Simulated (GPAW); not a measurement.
Input of a GPAW 26.7.0 run:

run.py

```python
from ase.dft.bandgap import bandgap
from ase.io import read, write
from ase.units import GPa
from gpaw import GPAW, PW

atoms = read('Ta.xyz')

calc = GPAW(mode=PW(600),
            xc='PBE',
            kpts={'size': (11, 11, 11), 'gamma': True},
            occupations={'name': 'methfessel-paxton', 'order': 0, 'width': 0.023},
            nbands=15,
            convergence={'density': 1e-05, 'energy': 1e-05},
            maxiter=150,
            txt='gpaw.txt')
atoms.calc = calc
energy = atoms.get_potential_energy()
forces = atoms.get_forces()
stress = atoms.get_stress()
calc.write('gs.gpw')
write('result.traj', atoms)
print(f'Energy: {energy:.6f} eV')
print('Forces (eV/A):')
print(forces.round(4))
print('Stress (GPa):', (stress / GPa).round(3))
print('Fermi level:', round(calc.get_fermi_level(), 4), 'eV')
print(f'Gap: {bandgap(calc)[0]:.4f} eV, direct: {bandgap(calc, direct=True)[0]:.4f} eV')
```

The input Ta.xyz:

```xyz
1
Lattice="-1.6512800000 1.6512800000 1.6512800000 1.6512800000 -1.6512800000 1.6512800000 1.6512800000 1.6512800000 -1.6512800000" Properties=species:S:1:pos:R:3 pbc="T T T"
Ta     0.0000000000      0.0000000000      0.0000000000
```

Potentials or basis: GPAW PAW data sets (gpaw-data 1.2.1), pw.

The run is started by

```console
$ OMP_NUM_THREADS=1 python run.py
```

What does it give for the pressure?

2.3 GPa.

Estimate the band gap on the k mesh.

none (metal or under the smearing width).

The run has no spin-orbit coupling, so splittings on Ta are missing.
